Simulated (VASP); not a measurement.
A run of VASP 6.6.1 is set up as follows.

The input INCAR:

```
PREC = Accurate
ENCUT = 520
EDIFF = 1E-6
ISMEAR = 0
SIGMA = 0.02
LREAL = F
LASPH = T
NELM = 100
ALGO = Fast
ISIF = 2
LWAVE = F
LCHARG = T
GGA = PS
LELF = T
LVHAR = T
NBANDS = 14
```

File KPOINTS:

```
Automatic mesh
0
Gamma
  8 8 8
```

The input POSCAR:

```
NaCl
1.0
    0.0335279200      2.8204796350      2.8408682350
    2.9748100100     -0.0517077550      2.9261039100
    2.9511365800      2.8820418800     -0.0280343250
Na Cl
1 1
Direct
    0.0373867750      0.0086377682     -0.0347276419
    0.4626132250      0.4913622318      0.5347276419
```

Potentials or basis: VASP PAW PBE potentials, release 64 (Na_pv, Cl).

Launch:

```bash
$ cat potpaw_PBE.64/Na_pv/POTCAR potpaw_PBE.64/Cl/POTCAR > POTCAR
$ mpirun -np 1 vasp_std > vasp.out
```

**Question.** What does it give for the band gap on the k mesh?

**Answer.** 4.57 eV, direct.

**Question.** Predict the pressure.

**Answer.** -1.5 GPa.

**Question.** Estimate the largest force.

**Answer.** 0.297 eV/Å.

Stress tensor (GPa, compression positive):
```
-2.07 -0.01 -0.03
-0.01 -2.06  0.41
-0.03  0.41 -0.33
```

Caveat: the PAW data sets were made with another functional, which shifts forces and pressure a little. A k mesh can miss the band edges.
